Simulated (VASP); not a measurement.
# C in VASP: single point with LDA

Aim: the single point of C with LDA.

Everything below comes from runs of VASP 6.6.1. Logs are shortened: lines on timing, memory, paths and dates and some standing lists are left out, and cuts for length are marked.

## 1. Starting point

The cell holds a slab with vacuum, 2 atoms: a = 2.456 Å, b = 2.456 Å, c = 8.524 Å, α = 90.00°, β = 90.00°, γ = 120.00°.

The slab is cut from a database's or a generator's crystal, which needn't be the stable form of the element.

## 2. Single point, LDA

Contents of INCAR:

```
ALGO = Normal
EDIFF = 1E-7
ENCUT = 520
ISIF = 2
ISMEAR = 0
LASPH = T
LCHARG = T
LELF = T
LREAL = F
LVHAR = T
LWAVE = F
NBANDS = 11
NELM = 100
PREC = Accurate
SIGMA = 0.1
```

Contents of KPOINTS:

```
k-points
0
Gamma
  9 9 2
```

Contents of POSCAR:

```
C
1.0
    2.4561701622      0.0000000000      0.0000000000
   -1.2280850811      2.1271057565      0.0000000000
    0.0000000000      0.0000000000      8.5238033600
C
2
Direct
    0.3333333300      0.6666666700      0.0000000000
    0.6666666700      0.3333333300      0.0000000000
```

Potentials or basis: VASP PAW LDA potentials, release 64 (C).

Run with:

```bash
> cat potpaw_LDA.64/C/POTCAR > POTCAR
> mpirun -np 1 vasp_std > vasp.out
```

OUTCAR:

```text
EDIFF = 1E-7
   ENCUT = 520
   ISIF = 2
   ISMEAR = 0
   LASPH = T
   LREAL = F
   NELM = 100
   PREC = Accurate

 ion  position               nearest neighbor table
   1  0.333  0.667  0.000-   2 1.42   2 1.42   2 1.42
   2  0.667  0.333  0.000-   1 1.42   1 1.42   1 1.42

  LATTYP: Found a hexagonal cell.
 ALAT       =     2.4561701622
 C/A-ratio  =     3.4703635323

  Lattice vectors:

 A1 = (   2.4561701622,   0.0000000000,   0.0000000000)
 A2 = (  -1.2280850811,   2.1271057565,   0.0000000000)
 A3 = (   0.0000000000,   0.0000000000,   8.5238033600)

Analysis of symmetry for initial positions (statically):
=====================================================================
 Subroutine PRICEL returns:
 Original cell was already a primitive cell.

 Routine SETGRP: Setting up the symmetry group for a
 hexagonal supercell.

 Subroutine GETGRP returns: Found 24 space group operations
 (whereof 24 operations were pure point group operations)
 out of a pool of 24 trial point group operations.

The static configuration has the point symmetry D_6h.

Analysis of symmetry for dynamics (positions and initial velocities):
=====================================================================
 Subroutine PRICEL returns:
 Original cell was already a primitive cell.

 Routine SETGRP: Setting up the symmetry group for a
 hexagonal supercell.

 Subroutine GETGRP returns: Found 24 space group operations
 (whereof 24 operations were pure point group operations)
 out of a pool of 24 trial point group operations.

The dynamic configuration has the point symmetry D_6h.

 Subroutine INISYM returns: Found 24 space group operations
 (whereof 24 operations are pure point group operations),
 and found     1 'primitive' translations

----------------------------------------------------------------------------------------

                                     Primitive cell

  volume of cell :      44.5329

  direct lattice vectors                    reciprocal lattice vectors
     2.456170162  0.000000000  0.000000000     0.407137916  0.235061185  0.000000000
    -1.228085081  2.127105756  0.000000000     0.000000000  0.470122370  0.000000000
     0.000000000  0.000000000  8.523803360     0.000000000  0.000000000  0.117318521

  length of vectors
     2.456170162  2.456170162  8.523803360     0.470122370  0.470122370  0.117318521

  position of ions in fractional coordinates (direct lattice)
     0.333333330  0.666666670  0.000000000
     0.666666670  0.333333330  0.000000000

  ion indices of the primitive-cell ions
   primitive index   ion index
                 1           1
                 2           2

----------------------------------------------------------------------------------------

 KPOINTS: k-points

Automatic generation of k-mesh.
 Grid dimensions read from file:
 generate k-points for:    9    9    2

 Generating k-lattice:

  Cartesian coordinates                     Fractional coordinates (reciprocal lattice)
     0.045237546  0.026117909  0.000000000     0.111111111 -0.000000000  0.000000000
     0.000000000  0.052235819  0.000000000     0.000000000  0.111111111  0.000000000
     0.000000000  0.000000000  0.058659260     0.000000000  0.000000000  0.500000000

  Length of vectors
     0.052235819  0.052235819  0.058659260

  Shift w.r.t. Gamma in fractional coordinates (k-lattice)
     0.000000000  0.000000000  0.000000000

 Subroutine IBZKPT returns following result:
 ===========================================

 Found     24 irreducible k-points:

 Following reciprocal coordinates:
            Coordinates               Weight
  0.000000  0.000000  0.000000      1.000000
  0.111111  0.000000  0.000000      6.000000
  0.222222 -0.000000  0.000000      6.000000
  0.333333  0.000000  0.000000      6.000000
  0.444444 -0.000000  0.000000      6.000000
  0.111111  0.111111  0.000000      6.000000
[... 16 lines left out ...]
  0.333333  0.222222  0.500000     12.000000
  0.333333  0.333333  0.500000      2.000000
   k-points           NKPTS =     24   k-points in BZ     NKDIM =     24   number of bands    NBANDS=     11
   number of dos      NEDOS =    301   number of ions     NIONS =      2
   total plane-waves  NPLWV =  20736
   dimension x,y,z NGX =    18 NGY =   18 NGZ =   64
   dimension x,y,z NGXF=    36 NGYF=   36 NGZF=  128
   ions per type =               2
   NGX,Y,Z   is equivalent  to a cutoff of  12.18, 12.18, 12.48 a.u.
   NGXF,Y,Z  is equivalent  to a cutoff of  24.37, 24.37, 24.96 a.u.
 SYSTEM =  unknown system
   PREC   = accura    normal or accurate (medium, high low for compatibility)
   ISTART =      0    job   : 0-new  1-cont  2-samecut
   ICHARG =      2    charge: 1-file 2-atom 10-const
   ISPIN  =      1    spin polarized calculation?
   LNONCOLLINEAR =      F non collinear calculations
   LSORBIT =      F    spin-orbit coupling
   LASPH  =      T    aspherical Exc in radial PAW
   ENCUT  =  520.0 eV  38.22 Ry    6.18 a.u.   4.57  4.57 15.85*2*pi/ulx,y,z
   NELM   =    100;   NELMIN=  2; NELMDL= -5     # of ELM steps
   EDIFF  = 0.1E-06   stopping-criterion for ELM
   LREAL  =      F    real-space projection
   EDIFFG = 0.1E-05   stopping-criterion for IOM
   NSW    =      0    number of steps for IOM
   IBRION =     -1    ionic relax: 0-MD 1-quasi-New 2-CG
   NFREE  =      0    steps in history (QN), initial steepest desc. (CG)
   ISIF   =      2    stress and relaxation
   ISYM   =      2    0-nonsym 1-usesym 2-fastsym
   POTIM  = 0.5000    time-step for ionic-motion
   TEBEG  =    0.0;   TEEND  =   0.0 temperature during run
   PSTRESS=    0.0 pullay stress
   NELECT =       8.0000    total number of electrons
   NUPDOWN=      -1.0000    fix difference up-down
   EMIN   =  10.00;   EMAX   =-10.00  energy-range for DOS
   EFERMI =   0.00;   METHOD = LEGACY
   ISMEAR =     0;   SIGMA  =   0.10  broadening in eV -4-tet -1-fermi 0-gaus
   EFERMI_NEDOS =   21; number of points for ismear=-14 and -15
   IALGO  =     38    algorithm
   IMIX   =      4    mixing-type and parameters
     AMIX     =   0.40;   BMIX     =  1.00
     AMIX_MAG =   1.60;   BMIX_MAG =  1.00
  volume/ion in A,a.u.               =      22.27       150.26
  Fermi-wavevector in a.u.,A,eV,Ry     =   0.923729  1.745594 11.609511  0.853275
  Thomas-Fermi vector in A             =   2.049397
   LORBIT       =      0    0 simple, 1 ext, 2 COOP (PROOUT), +10 PAW based schemes
   GGA     = CA    functional components
   LHFCALC =     F    Hartree Fock is set to
   AEXX    =    0.0000 exact exchange contribution
   IVDW    =     0    specifies the selected vdW correction
   LEPSILON=     F    determine dielectric tensor
   LRPA    =     F    only Hartree local field effects (RPA)
 non-spin polarized calculation
 Gauss-broadening in eV      SIGMA  =   0.10
  energy-cutoff  :      520.00
  volume of cell :       44.53
 maximum number of plane-waves:      1221
   NGX =  9   NGY =  9   NGZ = 31

 number of electron       7.9999997 magnetization

 Free energy of the ion-electron system (eV)
  ---------------------------------------------------
  ext. energy  EPLUGINS =         0.00000000
  ---------------------------------------------------
  free energy    TOTEN  =       -20.15986337 eV

  energy without entropy =      -20.15707725  energy(sigma->0) =      -20.15847031

 E-fermi :  -0.8926     XC(G=0):  -5.1107

 val. band max:       -0.8926383784   @ k =   0.3333   0.3333   0.5000
 cond. band min:      -0.8925790508   @ k =   0.3333   0.3333   0.0000
 fundamental gap:      0.0000593276
 Fermi energy:        -0.8926087147

 k-point     1 :       0.0000    0.0000    0.0000
  band No.  band energies     occupation
      1     -20.2867      2.00000
      2      -8.6127      2.00000
      3      -3.9263      2.00000
      4      -3.9263      2.00000
      5       2.2386      0.00000
      6       4.5836      0.00000
      7       6.2036      0.00000
      8       7.4420      0.00000
      9       7.4420      0.00000
     10      10.5765      0.00000
     11      12.1659      0.00000

 k-point     2 :       0.1111    0.0000    0.0000
  band No.  band energies     occupation
      1     -19.9951      2.00000
      2      -8.2610      2.00000
      3      -5.0193      2.00000
      4      -4.5038      2.00000
      5       2.6365      0.00000
      6       4.9716      0.00000
      7       6.5782      0.00000
      8       7.5541      0.00000
      9       8.6526      0.00000
     10       9.6014      0.00000
     11      12.6564      0.00000

 k-point     3 :       0.2222   -0.0000    0.0000
  band No.  band energies     occupation
      1     -19.1257      2.00000
      2      -7.5354      2.00000
      3      -7.2234      2.00000
      4      -5.6671      2.00000
      5       3.8294      0.00000
      6       6.0964      0.00000
      7       7.1779      0.00000
      8       7.2862      0.00000
      9       7.8549      0.00000
     10      11.6438      0.00000
     11      14.0942      0.00000

 k-point     4 :       0.3333    0.0000    0.0000
  band No.  band energies     occupation
      1     -17.6985      2.00000
      2     -10.4456      2.00000
      3      -6.6934      2.00000
      4      -5.5793      2.00000
      5       4.0255      0.00000
      6       5.8042      0.00000
      7       6.9772      0.00000
      8       8.0716      0.00000
      9       9.7338      0.00000
     10      14.9136      0.00000
     11      15.1035      0.00000

 k-point     5 :       0.4444   -0.0000    0.0000
  band No.  band energies     occupation
      1     -15.7777      2.00000
      2     -13.1956      2.00000
      3      -7.2600      2.00000
      4      -3.7054      2.00000
      5       1.2909      0.00000
      6       6.7024      0.00000
      7       8.5715      0.00000
      8      10.6146      0.00000
      9      11.9696      0.00000
     10      12.3989      0.00000
     11      13.6367      0.00000
[... 211 lines left out ...]
 k-point    21 :       0.4444    0.1111    0.5000
  band No.  band energies     occupation
      1     -14.7797      2.00000
      2     -13.9262      2.00000
      3      -8.2206      2.00000
      4      -3.0013      2.00000
      5       0.6725      0.00000
      6       7.8828      0.00000
      7      10.8151      0.00000
      8      10.8859      0.00000
      9      10.9459      0.00000
     10      11.5978      0.00000
     11      13.6289      0.00000

 k-point    22 :       0.2222    0.2222    0.5000
  band No.  band energies     occupation
      1     -16.8631      2.00000
      2     -10.4414      2.00000
      3      -9.0821      2.00000
      4      -4.6151      2.00000
      5       3.0767      0.00000
      6       7.5090      0.00000
      7       7.8597      0.00000
      8      10.5357      0.00000
      9      11.5598      0.00000
     10      11.6165      0.00000
     11      14.7248      0.00000

 k-point    23 :       0.3333    0.2222    0.5000
  band No.  band energies     occupation
      1     -14.9982      2.00000
      2     -12.5734      2.00000
      3     -10.0659      2.00000
      4      -2.7128      2.00000
      5       0.8199      0.00000
      6       9.8165      0.00000
      7      10.0964      0.00000
      8      10.7108      0.00000
      9      11.7521      0.00000
     10      12.6081      0.00000
     11      14.6868      0.00000

 k-point    24 :       0.3333    0.3333    0.5000
  band No.  band energies     occupation
      1     -13.3121      2.00000
      2     -13.3121      2.00000
      3     -11.5688      2.00000
      4      -0.8926      1.00034
      5      -0.8926      1.00033
      6       9.4792      0.00000
      7      12.1123      0.00000
      8      12.1123      0.00000
      9      12.6113      0.00000
     10      14.0099      0.00000
     11      14.0099      0.00000

------------------------ aborting loop because EDIFF is reached ----------------------------------------

  FORCE on cell =-STRESS in cart. coord.  units (eV):
  Direction    XX          YY          ZZ          XY          YZ          ZX
  --------------------------------------------------------------------------------------
  -------------------------------------------------------------------------------------
  Total       -0.4941566     -0.4941566     -0.0133766      0.0000000      0.0000000     -0.0000000
  in kB      -17.7784641    -17.7784641     -0.4812564      0.0000000      0.0000000     -0.0000000
  external PRESSURE =     -12.0127282 kB  Pullay stress =       0.0000000 kB

 VOLUME and BASIS-vectors are now :
 -----------------------------------------------------------------------------
  energy-cutoff  :      520.00
  volume of cell :       44.53
      direct lattice vectors                 reciprocal lattice vectors
     2.456170162  0.000000000  0.000000000     0.407137916  0.235061185  0.000000000
    -1.228085081  2.127105756  0.000000000     0.000000000  0.470122370  0.000000000
     0.000000000  0.000000000  8.523803360     0.000000000  0.000000000  0.117318521

 POSITION                                       TOTAL-FORCE (eV/Angst)
 -----------------------------------------------------------------------------------
     -0.00000      1.41807      0.00000         0.000000      0.000000      0.000000
      1.22809      0.70904      0.00000        -0.000000      0.000000     -0.000000
 -----------------------------------------------------------------------------------
    total drift:                                0.000000     -0.000000     -0.000000

  FREE ENERGIE OF THE ION-ELECTRON SYSTEM (eV)
  ---------------------------------------------------
  free  energy   TOTEN  =       -20.1598633724 eV

  energy  without entropy=      -20.1570772512  energy(sigma->0) =      -20.15847031
```

Wall time 7.3 s (1 thread of Intel Xeon 6975P-C (Granite Rapids), shared host); peak memory 0.12 GiB.

Results:

```
Free energy            : -20.1599 eV
Band gap on the k mesh : none (metal or under the smearing width)
```

Caveat: the k mesh is coarse (spacing up to 0.37 Å⁻¹), so the values aren't converged.
